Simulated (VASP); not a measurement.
# LiF (P4/mmm) in VASP: further runs

One crystal, LiF, is run at these levels: LDA, PBE, RPBE; tasks: Wannier functions by SCDM, equation of state, Born charges and dielectric tensor.

Program: VASP 6.6.1. These are calculated values, not measurements. Logs are shortened: lines on timing, memory, paths and dates and some standing lists are left out, and cuts for length are marked.

## (1) The structure

The structure is tetragonal, space group P4/mmm (No. 123). The conventional cell has a = 2.695 Å, b = 2.695 Å, c = 4.463 Å, α = 90.00°, β = 90.00°, γ = 90.00°. Li (site symmetry 4/mmm) is surrounded by 4 F at 1.91 Å. F (site symmetry 4/mmm) has 4 Li at 1.91 Å as nearest neighbours.

The cell was built by a generator and needn't be a form met in nature.

## (2) Wannier functions by SCDM, LDA

The input, POSCAR:

```
LiF
1.0
    2.6951600000      0.0000000000      0.0000000000
    0.0000000000      2.6951600000      0.0000000000
    0.0000000000      0.0000000000      4.4634600000
Li F
1 1
Direct
    0.0000000000      0.0000000000      0.0000000000
    0.5000000000      0.5000000000      0.0000000000
```

The input, INCAR.step1:

```
SYSTEM = LiF
PREC     = Accurate       ! precision mode
ENCUT    = 520            ! plane-wave cutoff, eV
EDIFF    = 1E-7           ! SCF threshold, eV
ISMEAR   = 0              ! smearing method
SIGMA    = 0.01           ! smearing width, eV
LREAL    = .FALSE.        ! projectors in reciprocal space
LASPH    = .TRUE.         ! aspherical terms in the spheres
NELM     = 60             ! most SCF steps
ALGO     = Normal         ! electronic algorithm
ISIF     = 2              ! what is computed and relaxed
LWAVE    = .TRUE.         ! write WAVECAR
LCHARG   = .TRUE.         ! write CHGCAR
GGA      = CA             ! functional
```

The input, INCAR.step2:

```
SYSTEM = LiF
PREC     = Accurate       ! precision mode
ENCUT    = 520            ! plane-wave cutoff, eV
EDIFF    = 1E-7           ! SCF threshold, eV
ISMEAR   = 0              ! smearing method
SIGMA    = 0.01           ! smearing width, eV
LREAL    = .FALSE.        ! projectors in reciprocal space
LASPH    = .TRUE.         ! aspherical terms in the spheres
NELM     = 60             ! most SCF steps
ALGO     = Normal         ! electronic algorithm
ISIF     = 2              ! what is computed and relaxed
LWAVE    = .FALSE.        ! write WAVECAR
LCHARG   = .FALSE.        ! write CHGCAR
GGA      = CA             ! functional
ISTART   = 1            
ICHARG   = 11             ! starting density
ISYM     = -1           
NUM_WANN = 5            
LSCDM    = .TRUE.
```

The input, KPOINTS:

```
regular mesh
0
G
  5 5 3
  0 0 0
```

The input, KPOINTS_OPT:

```
path GXMGZRAZ,XR,MA
12
line-mode
reciprocal
 0.0000000000  0.0000000000  0.0000000000  G
 0.0000000000  0.5000000000  0.0000000000  X

 0.0000000000  0.5000000000  0.0000000000  X
 0.5000000000  0.5000000000  0.0000000000  M

 0.5000000000  0.5000000000  0.0000000000  M
 0.0000000000  0.0000000000  0.0000000000  G

 0.0000000000  0.0000000000  0.0000000000  G
 0.0000000000  0.0000000000  0.5000000000  Z

 0.0000000000  0.0000000000  0.5000000000  Z
 0.0000000000  0.5000000000  0.5000000000  R

 0.0000000000  0.5000000000  0.5000000000  R
 0.5000000000  0.5000000000  0.5000000000  A

 0.5000000000  0.5000000000  0.5000000000  A
 0.0000000000  0.0000000000  0.5000000000  Z

 0.0000000000  0.5000000000  0.0000000000  X
 0.0000000000  0.5000000000  0.5000000000  R

 0.5000000000  0.5000000000  0.0000000000  M
 0.5000000000  0.5000000000  0.5000000000  A
```

The input, KPOINTS_WAN:

```
path GXMGZRAZ,XR,MA
12
line-mode
reciprocal
 0.0000000000  0.0000000000  0.0000000000  G
 0.0000000000  0.5000000000  0.0000000000  X

 0.0000000000  0.5000000000  0.0000000000  X
 0.5000000000  0.5000000000  0.0000000000  M

 0.5000000000  0.5000000000  0.0000000000  M
 0.0000000000  0.0000000000  0.0000000000  G

 0.0000000000  0.0000000000  0.0000000000  G
 0.0000000000  0.0000000000  0.5000000000  Z

 0.0000000000  0.0000000000  0.5000000000  Z
 0.0000000000  0.5000000000  0.5000000000  R

 0.0000000000  0.5000000000  0.5000000000  R
 0.5000000000  0.5000000000  0.5000000000  A

 0.5000000000  0.5000000000  0.5000000000  A
 0.0000000000  0.0000000000  0.5000000000  Z

 0.0000000000  0.5000000000  0.0000000000  X
 0.0000000000  0.5000000000  0.5000000000  R

 0.5000000000  0.5000000000  0.0000000000  M
 0.5000000000  0.5000000000  0.5000000000  A
```

Potentials or basis: VASP PAW LDA potentials, release 64 (Li_sv, F).

Run with:

```bash
> cat potpaw_LDA.64/Li_sv/POTCAR potpaw_LDA.64/F/POTCAR > POTCAR
> cp INCAR.step1 INCAR
> mpirun -np 1 vasp_std > vasp.out
> cp INCAR.step2 INCAR
> mpirun -np 1 vasp_std > vasp.out
```

OUTCAR:

```text
SYSTEM = LiF
   PREC = Accurate
   ENCUT = 520
   EDIFF = 1E-7
   ISMEAR = 0
   LREAL = .FALSE.
   LASPH = .TRUE.
   NELM = 60
   ISIF = 2
   GGA = CA
   ISTART = 1
   ICHARG = 11
   ISYM = -1

 ion  position               nearest neighbor table
   1  0.000  0.000  0.000-   2 1.91   2 1.91   2 1.91   2 1.91
   2  0.500  0.500  0.000-   1 1.91   1 1.91   1 1.91   1 1.91

IMPORTANT INFORMATION: All symmetrisations will be switched off!
NOSYMM: (Re-)initialisation of all symmetry stuff for point group C_1.

----------------------------------------------------------------------------------------

                                     Primitive cell

  volume of cell :      32.4221

  direct lattice vectors                    reciprocal lattice vectors
     2.695160000  0.000000000  0.000000000     0.371035486  0.000000000  0.000000000
     0.000000000  2.695160000  0.000000000     0.000000000  0.371035486  0.000000000
     0.000000000  0.000000000  4.463460000     0.000000000  0.000000000  0.224041439

  length of vectors
     2.695160000  2.695160000  4.463460000     0.371035486  0.371035486  0.224041439

  position of ions in fractional coordinates (direct lattice)
     0.000000000  0.000000000  0.000000000
     0.500000000  0.500000000  0.000000000

  ion indices of the primitive-cell ions
   primitive index   ion index
                 1           1
                 2           2

----------------------------------------------------------------------------------------

 KPOINTS: regular mesh

Automatic generation of k-mesh.
 Grid dimensions read from file:
 generate k-points for:    5    5    3

 Generating k-lattice:

  Cartesian coordinates                     Fractional coordinates (reciprocal lattice)
     0.074207097  0.000000000  0.000000000     0.200000000  0.000000000  0.000000000
     0.000000000  0.074207097  0.000000000     0.000000000  0.200000000  0.000000000
     0.000000000  0.000000000  0.074680480     0.000000000  0.000000000  0.333333333

  Length of vectors
     0.074207097  0.074207097  0.074680480

  Shift w.r.t. Gamma in fractional coordinates (k-lattice)
     0.000000000  0.000000000  0.000000000

 Subroutine IBZKPT returns following result:
 ===========================================

 Found     75 irreducible k-points:

 Following reciprocal coordinates:
            Coordinates               Weight
  0.000000  0.000000  0.000000      1.000000
  0.200000  0.000000  0.000000      1.000000
  0.400000  0.000000  0.000000      1.000000
 -0.400000  0.000000  0.000000      1.000000
 -0.200000  0.000000  0.000000      1.000000
  0.000000  0.200000  0.000000      1.000000
[... 16 lines left out ...]
  0.400000 -0.200000  0.000000      1.000000
 -0.400000 -0.200000  0.000000      1.000000
 [... further k-points ...]
   k-points           NKPTS =     75   k-points in BZ     NKDIM =     75   number of bands    NBANDS=      9
   number of dos      NEDOS =    301   number of ions     NIONS =      2
   total plane-waves  NPLWV =  14400
   dimension x,y,z NGX =    20 NGY =   20 NGZ =   36
   dimension x,y,z NGXF=    40 NGYF=   40 NGZF=   72
   ions per type =               1   1
   NGX,Y,Z   is equivalent  to a cutoff of  12.34, 12.34, 13.41 a.u.
   NGXF,Y,Z  is equivalent  to a cutoff of  24.67, 24.67, 26.82 a.u.
 SYSTEM =  LiF
   PREC   = accura    normal or accurate (medium, high low for compatibility)
   ISTART =      1    job   : 0-new  1-cont  2-samecut
   ICHARG =     11    charge: 1-file 2-atom 10-const
   ISPIN  =      1    spin polarized calculation?
   LNONCOLLINEAR =      F non collinear calculations
   LSORBIT =      F    spin-orbit coupling
   LASPH  =      T    aspherical Exc in radial PAW
   ENCUT  =  520.0 eV  38.22 Ry    6.18 a.u.   5.01  5.01  8.30*2*pi/ulx,y,z
   NELM   =     60;   NELMIN=  2; NELMDL=  0     # of ELM steps
   EDIFF  = 0.1E-06   stopping-criterion for ELM
   LREAL  =      F    real-space projection
   EDIFFG = 0.1E-05   stopping-criterion for IOM
   NSW    =      0    number of steps for IOM
   IBRION =     -1    ionic relax: 0-MD 1-quasi-New 2-CG
   NFREE  =      0    steps in history (QN), initial steepest desc. (CG)
   ISIF   =      2    stress and relaxation
   ISYM   =     -1    0-nonsym 1-usesym 2-fastsym
   POTIM  = 0.5000    time-step for ionic-motion
   TEBEG  =    0.0;   TEEND  =   0.0 temperature during run
   PSTRESS=    0.0 pullay stress
   NELECT =      10.0000    total number of electrons
   NUPDOWN=      -1.0000    fix difference up-down
   EMIN   =  10.00;   EMAX   =-10.00  energy-range for DOS
   EFERMI =   0.00;   METHOD = LEGACY
   ISMEAR =     0;   SIGMA  =   0.01  broadening in eV -4-tet -1-fermi 0-gaus
   EFERMI_NEDOS =   21; number of points for ismear=-14 and -15
   IALGO  =     38    algorithm
   IMIX   =      4    mixing-type and parameters
     AMIX     =   0.40;   BMIX     =  1.00
     AMIX_MAG =   1.60;   BMIX_MAG =  1.00
  volume/ion in A,a.u.               =      16.21       109.40
  Fermi-wavevector in a.u.,A,eV,Ry     =   1.106100  2.090227 16.646160  1.223458
  Thomas-Fermi vector in A             =   2.242597
   LORBIT       =      0    0 simple, 1 ext, 2 COOP (PROOUT), +10 PAW based schemes
   GGA     = CA    functional components
   LHFCALC =     F    Hartree Fock is set to
   AEXX    =    0.0000 exact exchange contribution
   IVDW    =     0    specifies the selected vdW correction
   LEPSILON=     F    determine dielectric tensor
   LRPA    =     F    only Hartree local field effects (RPA)
 non-spin polarized calculation
 Gauss-broadening in eV      SIGMA  =   0.01
  energy-cutoff  :      520.00
  volume of cell :       32.42
 maximum number of plane-waves:       879

 number of electron       9.9999982 magnetization

 Free energy of the ion-electron system (eV)
  ---------------------------------------------------
  ext. energy  EPLUGINS =         0.00000000
  ---------------------------------------------------
  free energy    TOTEN  =       -10.06500262 eV

  energy without entropy =      -10.06500262  energy(sigma->0) =      -10.06500262

 E-fermi :  -4.2030     XC(G=0):  -6.9129

 val. band max:       -4.3629971888   @ k =   0.0000   0.4000  -0.3333
 cond. band min:       1.3874761978   @ k =   0.0000   0.0000   0.0000
 fundamental gap:      5.7504733866
 Fermi energy:        -4.2030290830

 k-point     1 :       0.0000    0.0000    0.0000
  band No.  band energies     occupation
      1     -44.4643      2.00000
      2     -23.5135      2.00000
      3      -5.6196      2.00000
      4      -4.7061      2.00000
      5      -4.7061      2.00000
      6       1.3875      0.00000
      7       7.1591      0.00000
      8      11.4744      0.00000
      9      15.0943      0.00000

 k-point     2 :       0.2000    0.0000    0.0000
  band No.  band energies     occupation
      1     -44.4490      2.00000
      2     -23.4632      2.00000
      3      -5.3993      2.00000
      4      -5.3602      2.00000
      5      -4.5789      2.00000
      6       2.2584      0.00000
      7       7.2814      0.00000
      8      11.3889      0.00000
      9      12.8664      0.00000

 k-point     3 :       0.4000    0.0000    0.0000
  band No.  band energies     occupation
      1     -44.4239      2.00000
      2     -23.3782      2.00000
      3      -6.2741      2.00000
      4      -5.0139      2.00000
      5      -4.3640      2.00000
      6       4.6005      0.00000
      7       7.5056      0.00000
      8       8.1865      0.00000
      9      11.8822      0.00000

 k-point     4 :      -0.4000    0.0000    0.0000
  band No.  band energies     occupation
      1     -44.4239      2.00000
      2     -23.3782      2.00000
      3      -6.2741      2.00000
      4      -5.0139      2.00000
      5      -4.3640      2.00000
      6       4.6005      0.00000
      7       7.5056      0.00000
      8       8.1865      0.00000
      9      11.8822      0.00000

 k-point     5 :      -0.2000    0.0000    0.0000
  band No.  band energies     occupation
      1     -44.4490      2.00000
      2     -23.4632      2.00000
      3      -5.3993      2.00000
      4      -5.3602      2.00000
      5      -4.5789      2.00000
      6       2.2584      0.00000
      7       7.2814      0.00000
      8      11.3889      0.00000
      9      12.8664      0.00000

 k-point     6 :       0.0000    0.2000    0.0000
  band No.  band energies     occupation
      1     -44.4490      2.00000
      2     -23.4632      2.00000
      3      -5.3993      2.00000
      4      -5.3602      2.00000
      5      -4.5789      2.00000
      6       2.2584      0.00000
      7       7.2814      0.00000
      8      11.3889      0.00000
      9      12.8664      0.00000
[... 169 lines left out ...]
 k-point    21 :       0.0000   -0.2000    0.0000
  band No.  band energies     occupation
      1     -44.4490      2.00000
      2     -23.4632      2.00000
      3      -5.3993      2.00000
      4      -5.3602      2.00000
      5      -4.5789      2.00000
      6       2.2584      0.00000
      7       7.2814      0.00000
      8      11.3889      0.00000
      9      12.8664      0.00000

 k-point    22 :       0.2000   -0.2000    0.0000
  band No.  band energies     occupation
      1     -44.4349      2.00000
      2     -23.3854      2.00000
      3      -5.4751      2.00000
      4      -5.2047      2.00000
      5      -5.1811      2.00000
      6       3.1517      0.00000
      7       7.5757      0.00000
      8      12.2216      0.00000
      9      12.4829      0.00000

 k-point    23 :       0.4000   -0.2000    0.0000
  band No.  band energies     occupation
      1     -44.4120      2.00000
      2     -23.2551      2.00000
      3      -6.3794      2.00000
      4      -5.2707      2.00000
      5      -4.8686      2.00000
      6       5.5269      0.00000
      7       8.2046      0.00000
      8       9.0497      0.00000
      9      12.8583      0.00000

 k-point    24 :      -0.4000   -0.2000    0.0000
  band No.  band energies     occupation
      1     -44.4120      2.00000
      2     -23.2551      2.00000
      3      -6.3794      2.00000
      4      -5.2707      2.00000
      5      -4.8686      2.00000
      6       5.5269      0.00000
      7       8.2046      0.00000
      8       9.0497      0.00000
      9      12.8585      0.00000

 [... further k-points ...]

------------------------ aborting loop because EDIFF is reached ----------------------------------------

  FORCE on cell =-STRESS in cart. coord.  units (eV):
  Direction    XX          YY          ZZ          XY          YZ          ZX
  --------------------------------------------------------------------------------------
  -------------------------------------------------------------------------------------
  Total       -0.9367106     -0.9367120     -0.0685690     -0.0000010     -0.0000011     -0.0000006
  in kB      -46.2887283    -46.2887987     -3.3884249     -0.0000517     -0.0000561     -0.0000286
  external PRESSURE =     -31.9886506 kB  Pullay stress =       0.0000000 kB

 VOLUME and BASIS-vectors are now :
 -----------------------------------------------------------------------------
  energy-cutoff  :      520.00
  volume of cell :       32.42
      direct lattice vectors                 reciprocal lattice vectors
     2.695160000  0.000000000  0.000000000     0.371035486  0.000000000  0.000000000
     0.000000000  2.695160000  0.000000000     0.000000000  0.371035486  0.000000000
     0.000000000  0.000000000  4.463460000     0.000000000  0.000000000  0.224041439

 POSITION                                       TOTAL-FORCE (eV/Angst)
 -----------------------------------------------------------------------------------
      0.00000      0.00000      0.00000         0.000000     -0.000000      0.000000
      1.34758      1.34758      0.00000        -0.000000      0.000000     -0.000000
 -----------------------------------------------------------------------------------
    total drift:                                0.000000     -0.000000     -0.000000

  FREE ENERGIE OF THE ION-ELECTRON SYSTEM (eV)
  ---------------------------------------------------
  free  energy   TOTEN  =       -10.0650026202 eV

  energy  without entropy=      -10.0650026202  energy(sigma->0) =      -10.06500262
```

Wall time 11 s (1 thread of Intel Xeon 6975P-C (Granite Rapids), shared host); peak memory 0.15 GiB.

What came out:

| Item | Value |
| --- | --- |
| Band gap on the k mesh | 5.75 eV, indirect (least direct gap 6.09 eV) |
| Band gap along the path | 5.71 eV, indirect (least direct gap 6.09 eV) |
| RMS miss of the Wannier bands | 0.142 eV |

Levels at the corners of the path, in eV from the valence-band top:
```tsv
point	band 1	band 2	band 3	band 4	band 5	band 6	band 7	band 8	band 9
Γ	-40.14	-19.19	-1.29	-0.38	-0.38	5.71	11.48	15.80	19.42
X	-40.09	-19.04	-2.09	-0.62	0.00	10.24	10.98	11.87	16.07
X	-40.09	-19.04	-2.09	-0.62	0.00	10.24	10.98	11.87	16.07
M	-40.06	-18.64	-2.44	-2.44	-0.21	14.59	15.05	15.05	15.96
M	-40.06	-18.64	-2.44	-2.44	-0.21	14.59	15.05	15.05	15.96
Γ	-40.14	-19.19	-1.29	-0.38	-0.38	5.71	11.48	15.80	19.42
Γ	-40.14	-19.19	-1.29	-0.38	-0.38	5.71	11.48	15.80	19.42
Z	-40.14	-19.19	-1.55	-0.38	-0.38	7.12	9.64	18.28	19.75
Z	-40.14	-19.19	-1.55	-0.38	-0.38	7.12	9.64	18.28	19.75
R	-40.09	-19.04	-2.06	-0.72	0.00	9.21	12.35	12.39	14.81
R	-40.09	-19.04	-2.06	-0.72	0.00	9.21	12.35	12.39	14.81
A	-40.06	-18.64	-2.42	-2.42	-0.26	13.76	14.99	14.99	16.75
A	-40.06	-18.64	-2.42	-2.42	-0.26	13.76	14.99	14.99	16.75
Z	-40.14	-19.19	-1.55	-0.38	-0.38	7.12	9.64	18.28	19.75
X	-40.09	-19.04	-2.09	-0.62	0.00	10.24	10.98	11.87	16.07
R	-40.09	-19.04	-2.06	-0.72	0.00	9.21	12.35	12.39	14.81
M	-40.06	-18.64	-2.44	-2.44	-0.21	14.59	15.05	15.05	15.96
A	-40.06	-18.64	-2.42	-2.42	-0.26	13.76	14.99	14.99	16.78
```

Caveat: the k mesh is coarse (spacing up to 0.47 Å⁻¹), so the values aren't converged; the cutoff is under 1.25 times the usual one of these potentials, so pressure, stress and relaxed cells hold a basis-set (Pulay) error. Expect the measured gap to be larger: semilocal functionals such as LDA lack the derivative discontinuity.

## (3) Equation of state, PBE

The input, run.py:

```python
from ase.calculators.vasp import Vasp
from ase.eos import EquationOfState
from ase.io import Trajectory
from ase.io import read
from ase.units import GPa

atoms = read('LiF.cif')
calc = Vasp(
    directory='calc',
    xc='pbe',
    pp='PBE',
    setups='minimal',
    prec='Accurate',
    encut=500,
    ediff=1e-06,
    ismear=-1,
    sigma=0.05,
    lreal=False,
    lasph=True,
    nelm=80,
    algo='Fast',
    isif=2,
    lwave=False,
    lcharg=False,
    kpts=[10, 10, 6],
    gamma=True,
)
atoms.calc = calc
cell = atoms.cell.copy()
volumes, energies = [], []
traj = Trajectory('eos.traj', 'w')
for x in [0.94, 0.96, 0.98, 1.0, 1.02, 1.04, 1.06]:
    atoms.set_cell(cell * x ** (1 / 3), scale_atoms=True)
    volumes.append(atoms.get_volume())
    energies.append(atoms.get_potential_energy())
    traj.write(atoms)
    print(f'{x:5.2f} {volumes[-1]:12.5f} {energies[-1]:14.6f}')

v0, e0, B = EquationOfState(volumes, energies, eos='birchmurnaghan').fit()
print(f'V0 = {v0:.4f} A^3, E0 = {e0:.6f} eV, B = {B / GPa:.2f} GPa')
```

The input, LiF.cif:

```cif
data_LiF
_cell_length_a 2.69516000
_cell_length_b 2.69516000
_cell_length_c 4.46346000
_cell_angle_alpha 90.00000000
_cell_angle_beta 90.00000000
_cell_angle_gamma 90.00000000
_space_group_name_H-M_alt 'P1'
_space_group_name_Hall 'P 1'
_space_group_IT_number 1
loop_
_space_group_symop_operation_xyz
'x,y,z'
loop_
_atom_site_label
_atom_site_type_symbol
_atom_site_symmetry_multiplicity
_atom_site_Wyckoff_symbol
_atom_site_fract_x
_atom_site_fract_y
_atom_site_fract_z
_atom_site_occupancy
Li1 Li 1 a 0.0000000000 0.0000000000 0.0000000000 1
F1 F 1 a 0.5000000000 0.5000000000 0.0000000000 1
```

Potentials or basis: VASP PAW PBE potentials, release 64 (Li, F).

Run with:

```bash
> python run.py
```

Wall time 52 s (1 thread of Intel Xeon 6975P-C (Granite Rapids), shared host); peak memory 0.14 GiB.

It converged, with:

```yaml
Equilibrium_volume: 16.30 Å³/atom
Bulk_modulus_at_fixed_shape_and_positions: 32 GPa
Pressure_derivative_of_the_bulk_modulus: 4.3
```

Energy against volume, from the lowest point:
```
volume (Å³/atom)  energy (meV/atom)
          15.238               7.75
          15.563               3.57
          15.887               1.04
          16.211               0.00
          16.535               0.28
          16.859               1.77
          17.184               4.34
```

Caveat: the cell was scaled at fixed shape and fractional positions, which overstates the stiffness of a crystal with free parameters, most of all of layers and chains.

(Part 1 of 2 ends here.)
